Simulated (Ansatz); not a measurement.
Born–Oppenheimer molecular dynamics of a periodic cell of 18 atoms, C (surface graphene monolayer). It goes on from the last frame of an earlier run, with new velocities.

These are results of DFT PBE-D3(BJ), scalar-relativistic, plane waves, PAW (Ansatz 0.2.0), not measurements. Settings: cutoff 420 eV, k mesh 2x2x1, fermi-dirac smearing 0.02 eV, no spin polarisation.

```
ensemble        : NVT, Langevin thermostat
time step       : 1 fs
steps asked     : 300
set temperature : 600 K
friction        : 0.05 /fs
seed            : 242179
```

Frames 10 fs apart, positions in Å.

Velocities at 170.0 fs (Å/ps):

```
C 1.56 -1.21 -3.15
C 0.23 -1.37 1.45
C -2.68 2.22 4.63
C -2.87 -4.11 5.35
C 5.74 3.33 4.86
C -0.07 -2.17 9.13
C -1.35 2.11 0.68
C 0.54 -7.04 6.65
C 3.11 2.51 -4.24
C 5.52 5.42 -1.48
C 11.43 10.14 3.39
C 1.48 -7.34 1.51
C 0.52 -3.85 3.01
C -8.80 3.65 -6.19
C 7.08 -4.34 1.64
C -4.14 8.53 -0.61
C 0.10 0.74 -10.34
C -3.78 -6.35 -5.51
```

```xyz
18
Lattice="7.3980 0.0000 0.0000 -3.6990 6.4069 0.0000 0.0000 0.0000 12.0000" Properties=species:S:1:pos:R:3 time_fs=170.0 energy_less_start_eV=0.524 T=339
C -0.032 0.112 0.864
C 1.180 0.751 0.879
C -1.390 2.232 0.888
C -0.143 2.916 0.966
C -2.535 4.323 0.722
C -1.294 5.035 0.795
C 2.418 0.019 0.861
C 3.582 0.792 0.872
C 1.187 2.142 0.854
C 2.365 2.926 0.772
C -0.020 4.300 0.879
C 1.188 5.029 0.687
C 4.816 -0.004 0.755
C 6.034 0.782 0.862
C 3.530 2.212 0.719
C 4.778 2.904 0.774
C 2.426 4.362 0.618
C 3.666 5.117 0.827
18
Lattice="7.3980 0.0000 0.0000 -3.6990 6.4069 0.0000 0.0000 0.0000 12.0000" Properties=species:S:1:pos:R:3 time_fs=180.0 energy_less_start_eV=0.325 T=695
C -0.144 0.087 0.793
C 1.167 0.768 0.832
C -1.360 2.202 0.897
C -0.087 2.880 0.941
C -2.524 4.373 0.770
C -1.278 5.045 0.901
C 2.401 0.079 0.838
C 3.600 0.726 0.888
C 1.165 2.224 0.843
C 2.402 2.925 0.732
C -0.075 4.359 0.928
C 1.148 4.979 0.752
C 4.838 0.030 0.784
C 6.038 0.758 0.765
C 3.643 2.158 0.753
C 4.756 2.951 0.769
C 2.443 4.326 0.564
C 3.612 5.018 0.717
18
Lattice="7.3980 0.0000 0.0000 -3.6990 6.4069 0.0000 0.0000 0.0000 12.0000" Properties=species:S:1:pos:R:3 time_fs=190.0 energy_less_start_eV=0.278 T=669
C -0.124 0.063 0.714
C 1.115 0.766 0.812
C -1.324 2.184 0.821
C -0.080 2.880 0.850
C -2.537 4.314 0.820
C -1.339 5.099 0.965
C 2.357 0.066 0.883
C 3.673 0.753 0.861
C 1.126 2.146 0.802
C 2.368 2.826 0.640
C -0.145 4.282 0.936
C 1.109 5.034 0.780
C 4.845 0.018 0.833
C 6.077 0.797 0.696
C 3.603 2.183 0.753
C 4.934 2.914 0.791
C 2.358 4.288 0.579
C 3.638 5.001 0.582
18
Lattice="7.3980 0.0000 0.0000 -3.6990 6.4069 0.0000 0.0000 0.0000 12.0000" Properties=species:S:1:pos:R:3 time_fs=200.0 energy_less_start_eV=0.432 T=466
C -0.062 0.005 0.659
C 1.113 0.718 0.875
C -1.263 2.158 0.754
C -0.114 2.925 0.769
C -2.550 4.308 0.813
C -1.365 5.044 1.017
C 2.335 0.080 0.959
C 3.554 0.812 0.861
C 1.099 2.135 0.653
C 2.317 2.874 0.679
C -0.121 4.340 0.945
C 1.086 5.006 0.801
C 4.830 0.041 0.789
C 6.060 0.649 0.718
C 3.646 2.180 0.759
C 4.912 2.895 0.820
C 2.330 4.323 0.626
C 3.605 5.026 0.569
18
Lattice="7.3980 0.0000 0.0000 -3.6990 6.4069 0.0000 0.0000 0.0000 12.0000" Properties=species:S:1:pos:R:3 time_fs=210.0 energy_less_start_eV=0.496 T=701
C -0.112 -0.049 0.710
C 1.123 0.759 0.874
C -1.367 2.149 0.737
C -0.069 2.902 0.759
C -2.509 4.332 0.762
C -1.338 5.007 1.052
C 2.348 0.061 1.079
C 3.536 0.800 0.858
C 1.190 2.172 0.654
C 2.435 2.918 0.742
C -0.115 4.280 0.958
C 1.134 5.043 0.824
C 4.750 0.044 0.712
C 6.070 0.689 0.707
C 3.605 2.215 0.757
C 4.854 2.912 0.795
C 2.348 4.335 0.689
C 3.587 4.972 0.631
18
Lattice="7.3980 0.0000 0.0000 -3.6990 6.4069 0.0000 0.0000 0.0000 12.0000" Properties=species:S:1:pos:R:3 time_fs=220.0 energy_less_start_eV=0.463 T=600
C -0.129 0.063 0.783
C 1.147 0.772 0.869
C -1.333 2.188 0.722
C -0.058 2.872 0.779
C -2.568 4.273 0.704
C -1.353 5.000 1.010
C 2.318 0.067 1.133
C 3.579 0.801 0.856
C 1.177 2.183 0.775
C 2.369 2.923 0.773
C -0.058 4.281 0.934
C 1.105 5.052 0.814
C 4.819 0.041 0.706
C 5.998 0.834 0.618
C 3.589 2.206 0.807
C 4.842 2.928 0.640
C 2.373 4.329 0.766
C 3.586 5.016 0.734
18
Lattice="7.3980 0.0000 0.0000 -3.6990 6.4069 0.0000 0.0000 0.0000 12.0000" Properties=species:S:1:pos:R:3 time_fs=230.0 energy_less_start_eV=0.607 T=494
C -0.119 0.120 0.760
C 1.086 0.749 0.913
C -1.327 2.255 0.640
C -0.075 2.907 0.787
C -2.608 4.320 0.697
C -1.345 5.031 0.867
C 2.397 0.022 1.072
C 3.643 0.778 0.959
C 1.123 2.145 0.866
C 2.323 2.905 0.842
C -0.124 4.314 0.877
C 1.123 5.003 0.772
C 4.797 0.049 0.782
C 6.047 0.776 0.570
C 3.612 2.207 0.812
C 4.781 2.879 0.554
C 2.379 4.356 0.802
C 3.591 5.144 0.807
18
Lattice="7.3980 0.0000 0.0000 -3.6990 6.4069 0.0000 0.0000 0.0000 12.0000" Properties=species:S:1:pos:R:3 time_fs=240.0 energy_less_start_eV=0.801 T=461
C -0.131 0.094 0.702
C 1.147 0.736 0.977
C -1.357 2.160 0.577
C -0.204 2.889 0.790
C -2.658 4.379 0.690
C -1.358 5.057 0.747
C 2.340 0.059 0.965
C 3.579 0.750 1.005
C 1.136 2.209 0.998
C 2.420 2.896 0.864
C -0.162 4.386 0.788
C 1.091 5.048 0.774
C 4.829 0.015 0.794
C 6.048 0.795 0.620
C 3.557 2.210 0.799
C 4.784 2.954 0.595
C 2.375 4.341 0.819
C 3.552 5.033 0.768
18
Lattice="7.3980 0.0000 0.0000 -3.6990 6.4069 0.0000 0.0000 0.0000 12.0000" Properties=species:S:1:pos:R:3 time_fs=250.0 energy_less_start_eV=0.541 T=583
C -0.130 0.079 0.703
C 1.058 0.865 0.975
C -1.381 2.189 0.672
C -0.162 2.895 0.802
C -2.583 4.344 0.686
C -1.351 5.111 0.706
C 2.308 0.085 0.895
C 3.586 0.791 0.987
C 1.124 2.217 1.015
C 2.282 2.911 0.856
C -0.166 4.330 0.778
C 1.121 5.028 0.821
C 4.812 0.065 0.775
C 6.025 0.762 0.685
C 3.605 2.206 0.821
C 4.805 2.923 0.696
C 2.272 4.297 0.765
C 3.484 4.992 0.741
18
Lattice="7.3980 0.0000 0.0000 -3.6990 6.4069 0.0000 0.0000 0.0000 12.0000" Properties=species:S:1:pos:R:3 time_fs=260.0 energy_less_start_eV=0.342 T=469
C -0.168 0.070 0.807
C 1.010 0.772 0.867
C -1.367 2.139 0.784
C -0.063 2.910 0.780
C -2.577 4.369 0.709
C -1.378 5.069 0.792
C 2.301 0.164 0.850
C 3.594 0.864 0.931
C 1.048 2.205 0.919
C 2.309 2.912 0.799
C -0.126 4.295 0.805
C 1.056 5.022 0.804
C 4.772 0.092 0.815
C 5.998 0.793 0.715
C 3.551 2.262 0.860
C 4.815 2.890 0.705
C 2.330 4.332 0.777
C 3.549 5.078 0.698
18
Lattice="7.3980 0.0000 0.0000 -3.6990 6.4069 0.0000 0.0000 0.0000 12.0000" Properties=species:S:1:pos:R:3 time_fs=270.0 energy_less_start_eV=0.034 T=647
C -0.163 0.005 0.864
C 1.105 0.713 0.904
C -1.353 2.224 0.802
C -0.164 2.878 0.861
C -2.625 4.365 0.714
C -1.377 5.106 0.899
C 2.341 0.056 0.895
C 3.535 0.804 0.845
C 1.096 2.188 0.837
C 2.322 2.963 0.811
C -0.155 4.372 0.767
C 1.059 5.083 0.772
C 4.756 0.104 0.822
C 6.010 0.769 0.792
C 3.582 2.268 0.891
C 4.784 2.975 0.764
C 2.276 4.376 0.759
C 3.563 5.005 0.742
18
Lattice="7.3980 0.0000 0.0000 -3.6990 6.4069 0.0000 0.0000 0.0000 12.0000" Properties=species:S:1:pos:R:3 time_fs=280.0 energy_less_start_eV=0.537 T=696
C -0.119 0.095 0.843
C 1.034 0.843 0.925
C -1.366 2.194 0.851
C -0.122 2.970 0.878
C -2.577 4.353 0.797
C -1.416 5.043 0.878
C 2.288 0.059 0.929
C 3.486 0.784 0.819
C 1.032 2.184 0.790
C 2.320 2.946 0.835
C -0.200 4.391 0.808
C 0.980 5.127 0.758
C 4.747 0.101 0.789
C 6.022 0.793 0.831
C 3.569 2.285 0.849
C 4.853 2.979 0.818
C 2.313 4.372 0.727
C 3.581 4.975 0.740
```

Of the whole run (300 fs, mean temperature of the second half 581 K): A run of 0.3 ps of so small a system gives no equilibrium averages. Limits of this set-up: coarse k mesh, slab without dipole correction.

Time of the run: 16 min on 1 thread of Intel(R) Xeon(R) 6975P-C (Granite Rapids), with other jobs on the host, peak memory 0.78 GiB.
